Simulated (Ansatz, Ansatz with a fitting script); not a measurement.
Planning a run of Ansatz 0.2.0 on SiC (Moissanite). The input:

```yaml
crystal:
  lattice:
    - [3.056010314, 0.0, 0.0]
    - [-1.528005157, 2.6465825661, 0.0]
    - [0.0, 0.0, 5.0153749266]
  atoms:
    - { symbol: Si, position: [0.3333333333, 0.6666666667, 0.0045866252] }
    - { symbol: Si, position: [0.6666666667, 0.3333333333, 0.5045866252] }
    - { symbol: C, position: [0.3333333333, 0.6666666667, 0.3804133748] }
    - { symbol: C, position: [0.6666666667, 0.3333333333, 0.8804133748] }
kpoints:
  mp_grid: { grid: [6, 6, 3] }
hamiltonian:
  xc: lda
  pseudopotentials: { kind: nc, xc_functional: pbe }
scf:
  occupations: { method: fixed }
  convergence: { dr2_threshold: 1.0e-09 }
output:
  rpa_energy:
    ecut_chi_ladder: [204, 238, 272, 306, 340]
    long_wavelength: optical_limit
    n_empty_bands: 204
basis:
  ecutwfc: 1115.666836
  xc_grid: 3
```

```sh
ansatz run input.yaml --threads 8 --pin off --max-ram 18432MiB --backend cpu --events-out ev --progress --plain --runs-dir out
```

Q: Estimate wall time and host memory on 8 threads of Arm Neoverse V2, shared host.

It took 2.5 min; on shared hardware allow 75 s to 5 min. Peak host memory was 1.9 GiB.

[Paths, hosts, dates, memory and timing lines, banners, echoed tables and standing remarks are left out of the program output.]

[Logs are printed without paths, hosts, clocks, repeated set-up lines and the standing remarks that a program may print on its own settings, such as how far it seeks lower states.]

[Runs of the session that timed out or met a known fault of the program may be left out.]

[Hosts, paths, dates, database ids (printed as entryN), source tags and the programs' standing remarks are cut or masked in the printed files.]
